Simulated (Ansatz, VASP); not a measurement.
# One calculation of F, two programs

The input INCAR:

```
SYSTEM = F
PREC = Accurate ; ENCUT = 520
EDIFF = 1E-7 ; ISMEAR = -1
SIGMA = 0.05 ; LREAL = .FALSE.
LASPH = .TRUE. ; NELM = 60
ALGO = Normal ; ISIF = 2
LWAVE = .FALSE. ; LCHARG = .FALSE.
GGA = PE ; NBANDS = 22
```

File KPOINTS:

```
Automatic mesh
0
G
  10 10 4
  0 0 0
```

File POSCAR:

```
F
1.0
    2.5732522056     -1.5945178010      0.0000000000
    2.5732522056      1.5945178010      0.0000000000
   -0.5658332993      0.0000000000      6.6414036087
F
4
Direct
    0.9153359700      0.5958328800      0.0979555000
    0.4041671200      0.0846640300      0.4020445000
    0.0846640300      0.4041671200      0.9020445000
    0.5958328800      0.9153359700      0.5979555000
```

Contents of input.yaml:

```yaml
crystal:
  lattice:
    - [2.5732522056, -1.594517801, 0.0]
    - [2.5732522056, 1.594517801, 0.0]
    - [-0.5658332993, 0.0, 6.6414036087]
  atoms:
    - { symbol: F, position: [0.91533597, 0.59583288, 0.0979555] }
    - { symbol: F, position: [0.40416712, 0.08466403, 0.4020445] }
    - { symbol: F, position: [0.08466403, 0.40416712, 0.9020445] }
    - { symbol: F, position: [0.59583288, 0.91533597, 0.5979555] }
hamiltonian:
  xc: pbe
  pseudopotentials: { kind: paw }
kpoints:
  mp_grid: { grid: [10, 10, 4] }
scf:
  occupations: { method: fermi_dirac, width: 0.05 }
output:
  forces: true
  stress: true
  eigenvalues: true
  write_density: true
  write_potential: true
  elf: true
  volumetric_format: npy
```

Alike in both runs: task single point; functional PBE; k mesh 10 × 10 × 4; occupations fermi-dirac, width 0.05 eV; no spin polarisation.

|  | VASP | Ansatz |
| --- | --- | --- |
| version | VASP 6.6.1 | Ansatz 0.2.0 |
| potentials or method | VASP PAW PBE potentials, release 64 (F) | Ansatz PAW |
| plane-wave cutoff (eV) | 520 | 420 |
| valence electrons in the cell | 28 | 28 |

Ansatz gave:

| Quantity | Value |
| --- | --- |
| gap on the k mesh at the Fermi level (eV) | 2.65 |
| least direct gap on the mesh (eV) | 2.65 |
| pressure (GPa) | 1.7 |
| largest component of the traceless stress (GPa) | 0.98 |
| rms of the force components (eV/Å) | 0.097 |

Problem. What did VASP give for the same quantities?

Solution. gap on the k mesh at the Fermi level (eV): 2.59; least direct gap on the mesh (eV): 2.59; pressure (GPa): 2.1; largest component of the traceless stress (GPa): 0.56; rms of the force components (eV/Å): 0.115.

Atom by atom the forces differ by 0.212 eV/Å (rms over components). One of these differences is far larger than is usual between the two programs; its cause wasn't traced. The functional is the same, so the differences come from potentials, cutoffs and numerics.

Caveats: the pressure holds a Pulay correction of +1.1 GPa for the finite cutoff (Ansatz). A k mesh can miss the band edges. A hybrid or GW would open this gap; PBE tends to underestimate it.
